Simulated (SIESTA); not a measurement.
The system is GaN.

```
Ga N
1.0
     0.00000    2.25350    2.25350
     2.25350    0.00000    2.25350
     2.25350    2.25350    0.00000
Ga N
1 1
Direct
  0.00000 0.00000 0.00000
  0.25000 0.25000 0.25000
```

The cell is a database's computed one.

Base run:

```yaml
Program: SIESTA 5.4.2
Functional: PBE
Potentials_or_basis: PseudoDojo 0.4 standard (PBE files)
Basis: TZDP (energy shift 0.002 Ry; radii capped at 9.5 bohr)
Grid_cutoff: 800 Ry
Energy_shift: 0.002 Ry
k_mesh: 10 × 10 × 10
Occupations: fermi-dirac, width 0.05 eV
Spin: no spin polarisation
```

Its results: band gap on the k mesh 1.75 eV, direct; pressure 8.8 GPa.

Problem. After a change of settings the same cell gave: band gap on the k mesh 1.71 eV, direct; pressure 9.6 GPa. Which change was it?
A. basis from TZDP (energy shift 0.002 Ry; radii capped at 9.5 bohr) to DZ (energy shift 0.002 Ry; radii capped at 9.5 bohr)
B. basis from TZDP (energy shift 0.002 Ry; radii capped at 9.5 bohr) to SZ (energy shift 0.002 Ry; radii capped at 9.5 bohr)
C. basis from TZDP (energy shift 0.002 Ry; radii capped at 9.5 bohr) to DZ (energy shift 0.01 Ry); energy shift from 0.002 Ry to 0.01 Ry
D. functional from PBE to BLYP; basis from TZDP (energy shift 0.002 Ry; radii capped at 9.5 bohr) to DZP (energy shift 0.002 Ry; radii capped at 9.5 bohr)

Solution. A.

Caveats: semicore shells carry a single zeta, which can move pressures by several GPa and volumes by a few percent; the basis of atomic orbitals isn't converged, which shifts pressures, moduli and gaps; the basis has no polarisation orbitals (some runs).

Not every run made on this cell is shown here.
